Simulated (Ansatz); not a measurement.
A crystal in the fcc structure was computed with PBE in Ansatz (plane waves, PAW datasets (generated soft set 1); cutoff 420 eV), no spin polarisation, no spin–orbit coupling, Fermi–Dirac smearing of 0.061 eV, k-spacing 0.06 Å⁻¹. It has a₀ = 3.082 Å and B₀ = 150 GPa.

Task: Which is it?
A. Tl
B. Hf
C. Gd
D. C
E. As

Result: D. The five: C 3.082 Å, 150 GPa; Gd 4.821 Å, 15.8 GPa; Hf 4.485 Å, 101 GPa; As 4.259 Å, 79 GPa; Tl 4.993 Å, 27 GPa.

Model structures, not the usual forms at ambient conditions (metastable or hypothetical): C, Gd, Hf, As, Tl. Spin–orbit coupling is left out, which matters for 6p elements such as Tl, Pb and Bi. The open f shell of Gd is treated without spin here, so this is a model state and not the ground state.
